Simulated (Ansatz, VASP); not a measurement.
MgO: VASP beside Ansatz

```xyz
2
Lattice="0.0507 2.1529 2.1529 2.1529 0.0507 2.1529 2.1529 2.1529 0.0507" Properties=species:S:1:pos:R:3 pbc="T T T"
Mg    0.0000    0.0000    0.0000
O     2.1783    2.1783    2.1783
```

Change from the starting cell: shear_111 strain +3.6%.

Alike in both runs: task single point; functional PBE; k mesh 10 × 10 × 10; occupations fermi-dirac, width 0.02 eV; no spin polarisation.

|  | VASP | Ansatz |
| --- | --- | --- |
| version | VASP 6.6.1 | Ansatz 0.2.0 |
| potentials or method | VASP PAW PBE potentials, release 64 (Mg, O) | plane waves, PAW |
| plane-wave cutoff (eV) | 520 | 420 |
| valence electrons in the cell | 8 | 16 |

|  | VASP | Ansatz | Ansatz less VASP |
| --- | --- | --- | --- |
| gap on the k mesh at the Fermi level (eV) | 4.32 | 4.34 | +0.018 |
| pressure (GPa) | -0.8 | -0.1 | +0.73 |
| largest component of the traceless stress (GPa) | 3.55 | 3.52 | -0.026 |

The two sets of potentials don't hold the same shells in valence.
